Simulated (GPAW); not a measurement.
# BeS (F-43m) in GPAW: a series of runs

One crystal, BeS, is run at these levels: revPBE, BLYP; tasks: relaxation of cell and atoms.

Everything below comes from runs of GPAW 26.7.0. Logs are shortened: lines on timing, memory, paths and dates and some standing lists are left out, and cuts for length are marked. The log counts tension as positive stress, the text compression.

### 1 The structure

It takes space group F-43m (No. 216, cubic). Conventional cell: a = 4.850 Å, b = 4.850 Å, c = 4.850 Å, α = 90.00°, β = 90.00°, γ = 90.00°. Around S (site symmetry -43m) lie 4 Be at 2.10 Å. Be (site symmetry -43m) is surrounded by 4 S at 2.10 Å.

### 2 Relaxation of cell and atoms, revPBE

The input, run.py:

```python
from ase.filters import FrechetCellFilter
from ase.io import read, write
from ase.optimize import BFGS
from gpaw import GPAW, PW

atoms = read('BeS.xyz')

calc = GPAW(mode=PW(800),
            xc='revPBE',
            kpts={'size': (9, 9, 9), 'gamma': True},
            occupations={'name': 'fermi-dirac', 'width': 0.05},
            nbands=11,
            convergence={'density': 1e-05, 'forces': 0.0001},
            maxiter=150,
            txt='gpaw.txt')
atoms.calc = calc
opt = BFGS(FrechetCellFilter(atoms), trajectory='relax.traj', logfile='-')
done = opt.run(fmax=0.02, steps=60)
calc.write('gs.gpw')
write('result.traj', atoms)
print('Converged:', done)
print('Cell:', atoms.cell.cellpar().round(4))
print('Volume:', round(atoms.get_volume(), 4))
print(atoms.get_scaled_positions().round(5))
```

The input, BeS.xyz:

```xyz
2
Lattice="0.0000000000 2.4250000000 2.4250000000 2.4250000000 0.0000000000 2.4250000000 2.4250000000 2.4250000000 0.0000000000" Properties=species:S:1:pos:R:3 pbc="T T T"
S      3.6375000000      3.6375000000      3.6375000000
Be     0.0000000000      0.0000000000      0.0000000000
```

Potentials or basis: the program's PAW data sets (release 1.2.1) made for this functional, pw.

Started as:

```console
> OMP_NUM_THREADS=1 python run.py
```

gpaw.txt:

```text
__  _  _
 | _ |_)|_||  |
 |__||  | ||/\| - 26.7.0

Input parameters:
  mode=PW(ecut=800.0),
  convergence={'density': 1e-05, 'forces': 0.0001},
  kpts=MonkhorstPack(size=(9, 9, 9), gamma=True),
  maxiter=150,
  nbands=11,
  occupations=Occupations(name='fermi-dirac', width=0.05),
  xc=XC(name='revPBE')

Diagonalizing LCAO Hamiltonian
Converting LCAO to pw mode

                   S

       Be

Atoms  # Å, Bohr magnetons
|   | symbol |        x |        y |        z |    initial magnetic moments |
|---|--------|----------|----------|----------|-----------------------------|
| 0 |      S | 3.637500 | 3.637500 | 3.637500 | ( 0.0000,  0.0000,  0.0000) |
| 1 |     Be | 0.000000 | 0.000000 | 0.000000 | ( 0.0000,  0.0000,  0.0000) |

Unit cell  # Å
| periodic |        x |        y |        z |  lengths |    angles |
|----------|----------|----------|----------|----------|-----------|
|      yes | 0.000000 | 2.425000 | 2.425000 | 3.429468 | 60.000000 |
|      yes | 2.425000 | 0.000000 | 2.425000 | 3.429468 | 60.000000 |
|      yes | 2.425000 | 2.425000 | 0.000000 | 3.429468 | 60.000000 |

Number of symmetries: 24
Symmetry operations  # r_c * U_cc + t_c -> r_c
|    | kind |            matrix            |
|----|------|------------------------------|
|  0 |  E   |  1, 0, 0,  0, 1, 0,  0, 0, 1 |
|  1 |  σ   |  1, 0, 0,  0, 0, 1,  0, 1, 0 |
|  2 |  σ   |  1, 0,-1,  0, 1,-1,  0, 0,-1 |
|  3 |  C3  |  1, 0,-1,  0, 0,-1,  0, 1,-1 |
|  4 |  C3  |  1,-1, 0,  0,-1, 1,  0,-1, 0 |
|  5 |  σ   |  1,-1, 0,  0,-1, 0,  0,-1, 1 |
|  6 |  σ   |  0, 1, 0,  1, 0, 0,  0, 0, 1 |
|  7 |  C3  |  0, 1, 0,  0, 0, 1,  1, 0, 0 |
|  8 |  C2  |  0, 1,-1,  1, 0,-1,  0, 0,-1 |
|  9 |  S4  |  0, 1,-1,  0, 0,-1,  1, 0,-1 |
| 10 |  C3  |  0, 0, 1,  1, 0, 0,  0, 1, 0 |
| 11 |  σ   |  0, 0, 1,  0, 1, 0,  1, 0, 0 |
| 12 |  S4  |  0, 0,-1,  1, 0,-1,  0, 1,-1 |
| 13 |  C3  |  0, 0,-1,  0, 1,-1,  1, 0,-1 |
| 14 |  S4  |  0,-1, 1,  1,-1, 0,  0,-1, 0 |
| 15 |  C2  |  0,-1, 1,  0,-1, 0,  1,-1, 0 |
| 16 |  C3  |  0,-1, 0,  1,-1, 0,  0,-1, 1 |
| 17 |  S4  |  0,-1, 0,  0,-1, 1,  1,-1, 0 |
| 18 |  S4  | -1, 1, 0, -1, 0, 1, -1, 0, 0 |
| 19 |  C3  | -1, 1, 0, -1, 0, 0, -1, 0, 1 |
| 20 |  C3  | -1, 0, 1, -1, 1, 0, -1, 0, 0 |
| 21 |  S4  | -1, 0, 1, -1, 0, 0, -1, 1, 0 |
| 22 |  σ   | -1, 0, 0, -1, 1, 0, -1, 0, 1 |
| 23 |  C2  | -1, 0, 0, -1, 0, 1, -1, 1, 0 |

BZ-sampling:
  Number of BZ points: 729
  Number of IBZ points: 35

  Monkhorst-Pack size: [9, 9, 9]
  Monkhorst-Pack shift: [0, 0, 0]

K-points  # in reciprocal-cell coordinates
|     |                                coordinates |     weight |
|-----|--------------------------------------------|------------|
|   0 | (  0.00000000,   0.00000000,   0.00000000) | 0.00137174 |
|   1 | (  0.11111111,   0.11111111,   0.00000000) | 0.00823045 |
|   2 | (  0.11111111,   0.11111111,   0.11111111) | 0.01097394 |
|   3 | (  0.22222222,   0.11111111,   0.11111111) | 0.01646091 |
|   4 | (  0.22222222,   0.22222222,   0.00000000) | 0.00823045 |
|   5 | (  0.22222222,   0.22222222,   0.11111111) | 0.03292181 |
|   6 | (  0.22222222,   0.22222222,   0.22222222) | 0.01097394 |
|   7 | (  0.33333333,   0.22222222,   0.11111111) | 0.03292181 |
|   8 | (  0.33333333,   0.22222222,   0.22222222) | 0.03292181 |
|   9 | (  0.33333333,   0.33333333,  -0.33333333) | 0.01646091 |
| ... |                                            |            |
|  34 | (  0.44444444,   0.44444444,   0.44444444) | 0.01097394 |
[... 139 lines left out ...]
Fermi level: 6.724
Eigenvalues  # (at kpt = [0.000, 0.000, 0.000])
| band index |      eig [eV] | occ [0-2] |
|------------|---------------|-----------|
|          0 |        -8.948 |     2.000 |
|          1 |         4.756 |     2.000 |
|          2 |         4.756 |     2.000 |
|          3 |         4.756 |     2.000 |
|          4 |        10.454 |     0.000 |
|          5 |        10.454 |     0.000 |
|          6 |        10.454 |     0.000 |
|          7 |        10.735 |     0.000 |
|          8 |        17.413 |     0.000 |
|          9 |        17.413 |     0.000 |
|         10 |        19.799 |     0.000 |

Gap: 3.276 eV
Transition (v -> c):
  (s=0, k=0, n=3, [0.00, 0.00, 0.00]) -> (s=0, k=30, n=4, [0.44, 0.44, 0.00])
Direct/indirect transitions are different
Direct gap: 5.699 eV
Transition at: (s=0, k=0, n=3, [0.00, 0.00, 0.00])

Stress tensor  # eV/Ang^3
|         x |         y |         z |
|-----------|-----------|-----------|
| -0.026033 |  0.000000 |  0.000000 |
|  0.000000 | -0.026033 |  0.000000 |
|  0.000000 |  0.000000 | -0.026033 |

Forces  # eV/Ang
|       x |       y |        z |
|---------|---------|----------|
| 0.00000 | 0.00000 | -0.00000 |  # S    0
| 0.00000 | 0.00000 |  0.00000 |  # Be   1

Interpolating wave functions to new cell

                   S

       Be

Atoms  # Å, Bohr magnetons
|   | symbol |        x |        y |        z |    initial magnetic moments |
|---|--------|----------|----------|----------|-----------------------------|
| 0 |      S | 3.647158 | 3.647158 | 3.647158 | ( 0.0000,  0.0000,  0.0000) |
| 1 |     Be | 0.000000 | 0.000000 | 0.000000 | ( 0.0000,  0.0000,  0.0000) |

Unit cell  # Å
| periodic |         x |        y |         z |  lengths |    angles |
|----------|-----------|----------|-----------|----------|-----------|
|      yes | -0.000000 | 2.431439 |  2.431439 | 3.438574 | 60.000000 |
|      yes |  2.431439 | 0.000000 |  2.431439 | 3.438574 | 60.000000 |
|      yes |  2.431439 | 2.431439 | -0.000000 | 3.438574 | 60.000000 |

Number of symmetries: 24
Symmetry operations  # r_c * U_cc + t_c -> r_c
|    | kind |            matrix            |
|----|------|------------------------------|
|  0 |  E   |  1, 0, 0,  0, 1, 0,  0, 0, 1 |
|  1 |  σ   |  1, 0, 0,  0, 0, 1,  0, 1, 0 |
|  2 |  σ   |  1, 0,-1,  0, 1,-1,  0, 0,-1 |
|  3 |  C3  |  1, 0,-1,  0, 0,-1,  0, 1,-1 |
|  4 |  C3  |  1,-1, 0,  0,-1, 1,  0,-1, 0 |
|  5 |  σ   |  1,-1, 0,  0,-1, 0,  0,-1, 1 |
|  6 |  σ   |  0, 1, 0,  1, 0, 0,  0, 0, 1 |
|  7 |  C3  |  0, 1, 0,  0, 0, 1,  1, 0, 0 |
|  8 |  C2  |  0, 1,-1,  1, 0,-1,  0, 0,-1 |
|  9 |  S4  |  0, 1,-1,  0, 0,-1,  1, 0,-1 |
| 10 |  C3  |  0, 0, 1,  1, 0, 0,  0, 1, 0 |
| 11 |  σ   |  0, 0, 1,  0, 1, 0,  1, 0, 0 |
| 12 |  S4  |  0, 0,-1,  1, 0,-1,  0, 1,-1 |
| 13 |  C3  |  0, 0,-1,  0, 1,-1,  1, 0,-1 |
| 14 |  S4  |  0,-1, 1,  1,-1, 0,  0,-1, 0 |
| 15 |  C2  |  0,-1, 1,  0,-1, 0,  1,-1, 0 |
| 16 |  C3  |  0,-1, 0,  1,-1, 0,  0,-1, 1 |
| 17 |  S4  |  0,-1, 0,  0,-1, 1,  1,-1, 0 |
| 18 |  S4  | -1, 1, 0, -1, 0, 1, -1, 0, 0 |
| 19 |  C3  | -1, 1, 0, -1, 0, 0, -1, 0, 1 |
| 20 |  C3  | -1, 0, 1, -1, 1, 0, -1, 0, 0 |
| 21 |  S4  | -1, 0, 1, -1, 0, 0, -1, 1, 0 |
| 22 |  σ   | -1, 0, 0, -1, 1, 0, -1, 0, 1 |
| 23 |  C2  | -1, 0, 0, -1, 0, 1, -1, 1, 0 |

BZ-sampling:
  Number of BZ points: 729
  Number of IBZ points: 35

  Monkhorst-Pack size: [9, 9, 9]
  Monkhorst-Pack shift: [0, 0, 0]

K-points  # in reciprocal-cell coordinates
|     |                                coordinates |     weight |
|-----|--------------------------------------------|------------|
|   0 | (  0.00000000,   0.00000000,   0.00000000) | 0.00137174 |
|   1 | (  0.11111111,   0.11111111,   0.00000000) | 0.00823045 |
|   2 | (  0.11111111,   0.11111111,   0.11111111) | 0.01097394 |
|   3 | (  0.22222222,   0.11111111,   0.11111111) | 0.01646091 |
|   4 | (  0.22222222,   0.22222222,   0.00000000) | 0.00823045 |
|   5 | (  0.22222222,   0.22222222,   0.11111111) | 0.03292181 |
|   6 | (  0.22222222,   0.22222222,   0.22222222) | 0.01097394 |
|   7 | (  0.33333333,   0.22222222,   0.11111111) | 0.03292181 |
|   8 | (  0.33333333,   0.22222222,   0.22222222) | 0.03292181 |
|   9 | (  0.33333333,   0.33333333,  -0.33333333) | 0.01646091 |
| ... |                                            |            |
|  34 | (  0.44444444,   0.44444444,   0.44444444) | 0.01097394 |
[... 138 lines left out ...]
Fermi level: 6.285
Eigenvalues  # (at kpt = [0.000, 0.000, 0.000])
| band index |      eig [eV] | occ [0-2] |
|------------|---------------|-----------|
|          0 |        -8.981 |     2.000 |
|          1 |         4.669 |     2.000 |
|          2 |         4.669 |     2.000 |
|          3 |         4.669 |     2.000 |
|          4 |        10.372 |     0.000 |
|          5 |        10.372 |     0.000 |
|          6 |        10.372 |     0.000 |
|          7 |        10.582 |     0.000 |
|          8 |        17.313 |     0.000 |
|          9 |        17.313 |     0.000 |
|         10 |        19.652 |     0.000 |

Gap: 3.294 eV
Transition (v -> c):
  (s=0, k=0, n=3, [0.00, 0.00, 0.00]) -> (s=0, k=30, n=4, [0.44, 0.44, 0.00])
Direct/indirect transitions are different
Direct gap: 5.702 eV
Transition at: (s=0, k=0, n=3, [0.00, 0.00, 0.00])

Stress tensor  # eV/Ang^3
|         x |         y |         z |
|-----------|-----------|-----------|
| -0.020923 |  0.000000 |  0.000000 |
|  0.000000 | -0.020923 |  0.000000 |
|  0.000000 |  0.000000 | -0.020923 |

Forces  # eV/Ang
|       x |        y |        z |
|---------|----------|----------|
| 0.00000 | -0.00000 | -0.00000 |  # S    0
| 0.00000 |  0.00000 |  0.00000 |  # Be   1

Interpolating wave functions to new cell

                   S

       Be

Atoms  # Å, Bohr magnetons
|   | symbol |        x |        y |        z |    initial magnetic moments |
|---|--------|----------|----------|----------|-----------------------------|
| 0 |      S | 3.688661 | 3.688661 | 3.688661 | ( 0.0000,  0.0000,  0.0000) |
| 1 |     Be | 0.000000 | 0.000000 | 0.000000 | ( 0.0000,  0.0000,  0.0000) |

Unit cell  # Å
| periodic |         x |        y |         z |  lengths |    angles |
|----------|-----------|----------|-----------|----------|-----------|
|      yes | -0.000000 | 2.459107 |  2.459107 | 3.477703 | 60.000000 |
|      yes |  2.459107 | 0.000000 |  2.459107 | 3.477703 | 60.000000 |
|      yes |  2.459107 | 2.459107 | -0.000000 | 3.477703 | 60.000000 |

Number of symmetries: 24
Symmetry operations  # r_c * U_cc + t_c -> r_c
|    | kind |            matrix            |
|----|------|------------------------------|
|  0 |  E   |  1, 0, 0,  0, 1, 0,  0, 0, 1 |
|  1 |  σ   |  1, 0, 0,  0, 0, 1,  0, 1, 0 |
|  2 |  σ   |  1, 0,-1,  0, 1,-1,  0, 0,-1 |
|  3 |  C3  |  1, 0,-1,  0, 0,-1,  0, 1,-1 |
|  4 |  C3  |  1,-1, 0,  0,-1, 1,  0,-1, 0 |
|  5 |  σ   |  1,-1, 0,  0,-1, 0,  0,-1, 1 |
|  6 |  σ   |  0, 1, 0,  1, 0, 0,  0, 0, 1 |
|  7 |  C3  |  0, 1, 0,  0, 0, 1,  1, 0, 0 |
|  8 |  C2  |  0, 1,-1,  1, 0,-1,  0, 0,-1 |
|  9 |  S4  |  0, 1,-1,  0, 0,-1,  1, 0,-1 |
| 10 |  C3  |  0, 0, 1,  1, 0, 0,  0, 1, 0 |
| 11 |  σ   |  0, 0, 1,  0, 1, 0,  1, 0, 0 |
| 12 |  S4  |  0, 0,-1,  1, 0,-1,  0, 1,-1 |
| 13 |  C3  |  0, 0,-1,  0, 1,-1,  1, 0,-1 |
| 14 |  S4  |  0,-1, 1,  1,-1, 0,  0,-1, 0 |
| 15 |  C2  |  0,-1, 1,  0,-1, 0,  1,-1, 0 |
| 16 |  C3  |  0,-1, 0,  1,-1, 0,  0,-1, 1 |
| 17 |  S4  |  0,-1, 0,  0,-1, 1,  1,-1, 0 |
| 18 |  S4  | -1, 1, 0, -1, 0, 1, -1, 0, 0 |
| 19 |  C3  | -1, 1, 0, -1, 0, 0, -1, 0, 1 |
| 20 |  C3  | -1, 0, 1, -1, 1, 0, -1, 0, 0 |
| 21 |  S4  | -1, 0, 1, -1, 0, 0, -1, 1, 0 |
| 22 |  σ   | -1, 0, 0, -1, 1, 0, -1, 0, 1 |
| 23 |  C2  | -1, 0, 0, -1, 0, 1, -1, 1, 0 |

BZ-sampling:
  Number of BZ points: 729
  Number of IBZ points: 35

  Monkhorst-Pack size: [9, 9, 9]
  Monkhorst-Pack shift: [0, 0, 0]

K-points  # in reciprocal-cell coordinates
|     |                                coordinates |     weight |
|-----|--------------------------------------------|------------|
|   0 | (  0.00000000,   0.00000000,   0.00000000) | 0.00137174 |
|   1 | (  0.11111111,   0.11111111,   0.00000000) | 0.00823045 |
|   2 | (  0.11111111,   0.11111111,   0.11111111) | 0.01097394 |
|   3 | (  0.22222222,   0.11111111,   0.11111111) | 0.01646091 |
|   4 | (  0.22222222,   0.22222222,   0.00000000) | 0.00823045 |
|   5 | (  0.22222222,   0.22222222,   0.11111111) | 0.03292181 |
|   6 | (  0.22222222,   0.22222222,   0.22222222) | 0.01097394 |
|   7 | (  0.33333333,   0.22222222,   0.11111111) | 0.03292181 |
|   8 | (  0.33333333,   0.22222222,   0.22222222) | 0.03292181 |
|   9 | (  0.33333333,   0.33333333,  -0.33333333) | 0.01646091 |
| ... |                                            |            |
|  34 | (  0.44444444,   0.44444444,   0.44444444) | 0.01097394 |
[... 139 lines left out ...]
Fermi level: 5.859
Eigenvalues  # (at kpt = [0.000, 0.000, 0.000])
| band index |      eig [eV] | occ [0-2] |
|------------|---------------|-----------|
|          0 |        -9.117 |     2.000 |
|          1 |         4.310 |     2.000 |
|          2 |         4.310 |     2.000 |
|          3 |         4.310 |     2.000 |
|          4 |         9.943 |     0.000 |
|          5 |        10.026 |     0.000 |
|          6 |        10.026 |     0.000 |
|          7 |        10.026 |     0.000 |
|          8 |        16.892 |     0.000 |
|          9 |        16.892 |     0.000 |
|         10 |        19.034 |     0.000 |

Gap: 3.366 eV
Transition (v -> c):
  (s=0, k=0, n=3, [0.00, 0.00, 0.00]) -> (s=0, k=30, n=4, [0.44, 0.44, 0.00])
Direct/indirect transitions are different
Direct gap: 5.633 eV
Transition at: (s=0, k=0, n=3, [0.00, 0.00, 0.00])

Stress tensor  # eV/Ang^3
|         x |         y |         z |
|-----------|-----------|-----------|
| -0.000735 |  0.000000 | -0.000000 |
|  0.000000 | -0.000735 |  0.000000 |
| -0.000000 |  0.000000 | -0.000735 |

Forces  # eV/Ang
|        x |       y |        z |
|----------|---------|----------|
| -0.00000 | 0.00000 | -0.00000 |  # S    0
| -0.00000 | 0.00000 | -0.00000 |  # Be   1

# Writing to gs.gpw (mode='')
```

Wall time 37 s (1 thread of Arm Neoverse V1, shared host); peak memory 0.17 GiB.

What came out:

```yaml
Free_energy: -9.3668 eV
Relaxed_volume: 14.87 Å³/atom
Relaxed_cell: a = 3.478 Å, b = 3.478 Å, c = 3.478 Å, α = 60.00°, β = 60.00°, γ = 60.00°
Space_group_after_relaxing_to_0.05_Å: F-43m (No. 216)
Energy_gained_by_relaxing: 8.1 meV/atom
Ionic_steps: 3
Pressure_after_relaxing: 0.1 GPa
Band_gap_on_the_k_mesh: 3.37 eV, indirect (least direct gap 5.63 eV)
```

Step by step:
| step | energy change (eV) | largest force (eV/Å) | pressure (GPa) | volume (Å³) |
| --- | --- | --- | --- | --- |
| 1 | 0.0000 | 0.0000 | 4.17 | 28.52 |
| 2 | -0.0054 | 0.0000 | 3.35 | 28.75 |
| 3 | -0.0161 | 0.0000 | 0.12 | 29.74 |

Final structure:
```yaml
crystal:
  lattice:
    - [0.00000, 2.45911, 2.45911]
    - [2.45911, 0.00000, 2.45911]
    - [2.45911, 2.45911, 0.00000]
  atoms:
    - { symbol: S, position: [0.75000, 0.75000, 0.75000] }
    - { symbol: Be, position: [0.00000, 0.00000, 0.00000] }
```

Caveat: later steps reuse the first step's grids; an odd mesh through Γ misses points on the zone boundary, where band edges often lie.

### 3 Relaxation of cell and atoms, BLYP

run.py: that of step 2 with these lines changed.

```diff
@@ -3,3 +3,5 @@
 from ase.optimize import BFGS
-from gpaw import GPAW, PW
+from gpaw import GPAW, PW, setup_paths
+
+setup_paths.insert(0, '.')
 
@@ -8,3 +10,3 @@
 calc = GPAW(mode=PW(800),
-            xc='revPBE',
+            xc='BLYP',
             kpts={'size': (9, 9, 9), 'gamma': True},
@@ -13,2 +15,3 @@
             convergence={'density': 1e-05, 'forces': 0.0001},
+            eigensolver='davidson',
             maxiter=150,
```

BeS.xyz is that of step 2.

Potentials or basis: PAW data sets generated in the run's folder for this functional, pw.

Started as:

```console
> gpaw-setup -f BLYP Be S
> OMP_NUM_THREADS=1 python run.py
```

gpaw.txt:

```text
__  _  _
 | _ |_)|_||  |
 |__||  | ||/\| - 26.7.0

Input parameters:
  mode=PW(ecut=800.0),
  convergence={'density': 1e-05, 'forces': 0.0001},
  eigensolver=Davidson(niter=2),
  kpts=MonkhorstPack(size=(9, 9, 9), gamma=True),
  maxiter=150,
  nbands=11,
  occupations=Occupations(name='fermi-dirac', width=0.05),
  xc=XC(name='BLYP')

Diagonalizing LCAO Hamiltonian
Converting LCAO to pw mode

                   S

       Be

Atoms  # Å, Bohr magnetons
|   | symbol |        x |        y |        z |    initial magnetic moments |
|---|--------|----------|----------|----------|-----------------------------|
| 0 |      S | 3.637500 | 3.637500 | 3.637500 | ( 0.0000,  0.0000,  0.0000) |
| 1 |     Be | 0.000000 | 0.000000 | 0.000000 | ( 0.0000,  0.0000,  0.0000) |

Unit cell  # Å
| periodic |        x |        y |        z |  lengths |    angles |
[... 505 lines left out ...]
|  3 |  C3  |  1, 0,-1,  0, 0,-1,  0, 1,-1 |
|  4 |  C3  |  1,-1, 0,  0,-1, 1,  0,-1, 0 |
|  5 |  σ   |  1,-1, 0,  0,-1, 0,  0,-1, 1 |
|  6 |  σ   |  0, 1, 0,  1, 0, 0,  0, 0, 1 |
|  7 |  C3  |  0, 1, 0,  0, 0, 1,  1, 0, 0 |
|  8 |  C2  |  0, 1,-1,  1, 0,-1,  0, 0,-1 |
[... 148 lines left out ...]
SCF iterations
|iter     | |      energy | eigst |  dens |force |
|---------|-|-------------|-------|-------|------|
|iter:   1| |   -9.069371 |       |       |      |
|iter:   2| |   -9.062292 | -3.68 | -1.47 |      |
|iter:   3| |   -9.031143 | -2.58 | -1.51 |      |
|iter:   4| |   -9.030308 | -4.14 | -2.28 |      |
|iter:   5| |   -9.030217c| -4.31 | -2.78 |      |
|iter:   6| |   -9.030224c| -5.47 | -3.45 |      |
|iter:   7| |   -9.030225c| -6.42 | -3.90 |      |
|iter:   8| |   -9.030225c| -7.77c| -4.80 |      |
|iter:   9| |   -9.030225c| -8.81c| -5.55c|      |
|iter:  10| |   -9.030225c| -9.80c| -6.00c|-15.88c|

Converged in 10 steps
Energy contributions relative to reference atoms: (reference = -11261.708906)

Energy contributions:
  Kinetic:          10.590119
  Coulomb:          -9.994026
  Zero:              0.090065
  External:          0.000000
  Xc:               -9.716382
  Entropy:          -0.000000
  Spinorbit:         0.000000
  ----------------------------
  Free energy:      -9.030225
  Extrapolated:     -9.030225
[... 26 lines left out ...]
Stress tensor  # eV/Ang^3
|         x |         y |         z |
|-----------|-----------|-----------|
| -0.000896 | -0.000000 |  0.000000 |
| -0.000000 | -0.000896 |  0.000000 |
|  0.000000 |  0.000000 | -0.000896 |

Forces  # eV/Ang
|       x |        y |        z |
|---------|----------|----------|
| 0.00000 |  0.00000 |  0.00000 |  # S    0
| 0.00000 | -0.00000 | -0.00000 |  # Be   1

# Writing to gs.gpw (mode='')
```

stdout:

```text
Step          Energy          fmax
BFGS:    0       -9.010534        0.408329
BFGS:    1       -9.017086        0.331079
BFGS:    2       -9.030225        0.013385
Converged: True
Cell: [ 3.4827  3.4827  3.4827 60.     60.     60.    ]
Volume: 29.8711
[[0.75 0.75 0.75]
 [0.   0.   0.  ]]
```

It took 36 s on 1 thread of Arm Neoverse V1, shared host; peak memory 0.17 GiB.

What came out:

| Property | Result |
| --- | --- |
| Free energy | -9.0302 eV |
| Relaxed volume | 14.94 Å³/atom |
| Relaxed cell | a = 3.483 Å, b = 3.483 Å, c = 3.483 Å, α = 60.00°, β = 60.00°, γ = 60.00° |
| Space group after relaxing (to 0.05 Å) | F-43m (No. 216) |
| Energy gained by relaxing | 9.8 meV/atom |
| Ionic steps | 3 |
| Pressure after relaxing | 0.1 GPa |
| Band gap on the k mesh | 3.55 eV, indirect (least direct gap 5.71 eV) |

Step by step:
```tsv
step	energy change (eV)	largest force (eV/Å)	pressure (GPa)	volume (Å³)
1	0.0000	0.0000	4.59	28.52
2	-0.0066	0.0000	3.69	28.77
3	-0.0197	0.0000	0.14	29.87
```

Final structure:
```yaml
crystal:
  lattice:
    - [0.00000, 2.46268, 2.46268]
    - [2.46268, 0.00000, 2.46268]
    - [2.46268, 2.46268, 0.00000]
  atoms:
    - { symbol: S, position: [0.75000, 0.75000, 0.75000] }
    - { symbol: Be, position: [0.00000, 0.00000, 0.00000] }
```

Levels at points of the mesh, in eV from the valence-band top:
```csv
k point,band 1,band 2,band 3,band 4,band 5,band 6,band 7
"(0.00, 0.00, 0.00)",-13.33,0.00,0.00,0.00,5.71,5.76,5.76
```

Caveat: later steps reuse the first step's grids; an odd mesh through Γ misses points on the zone boundary, where band edges often lie.
